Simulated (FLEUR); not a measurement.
Runs of FLEUR MaX-R8.1 (later development tree) on Ru. It takes space group P6_3/mmc (No. 194, hexagonal). Conventional cell: a = 2.706 Å, b = 2.706 Å, c = 4.282 Å, α = 90.00°, β = 90.00°, γ = 120.00°. Ru (site symmetry -6m2) is surrounded by 12 Ru at 2.65 to 2.71 Å. 

```tsv
task	level	gmax	muffin-tin radii	lmax	max iterations	mixing factor	kmax	V0 of scaled cells (Å³/atom)	B0 (GPa)
equation of state	PBE	22.5 1/bohr	Ru 2.25 bohr	Ru 9	-	-	4.5 1/bohr	13.77	312
equation of state	LDA exchange alone (X-alpha)	11.8 1/bohr	Ru 2.25 bohr	Ru 9	-	-	3.82 1/bohr	13.63	331
equation of state	PW91	13.5 1/bohr	Ru 2.25 bohr	Ru 9	-	-	4.36 1/bohr	(b)	311
equation of state	revPBE	13.5 1/bohr	Ru 2.25 bohr	Ru 9	-	-	4.36 1/bohr	(a)	300
equation of state	LDA (Moruzzi-Janak-Williams)	13.5 1/bohr	Ru 2.25 bohr	Ru 9	-	-	4.36 1/bohr	13.13	366
equation of state	PBE	25 1/bohr	Ru 2.25 bohr	Ru 12	-	-	5 1/bohr	13.77	312
```

Alike in all rows: potentials or basis all-electron, FLAPW; no spin polarisation; cell as given; k mesh 11 × 11 × 6; smearing fermi-dirac 0.05 eV.

Question: Estimate the missing entries.

Answer: (a) 13.91; (b) 13.79.

Caveats: the cell was scaled at fixed shape and fractional positions, which overstates the stiffness of a crystal with free parameters, most of all of layers and chains; the plane-wave cutoff is short for the semicore states, which can make moduli rough (some runs).
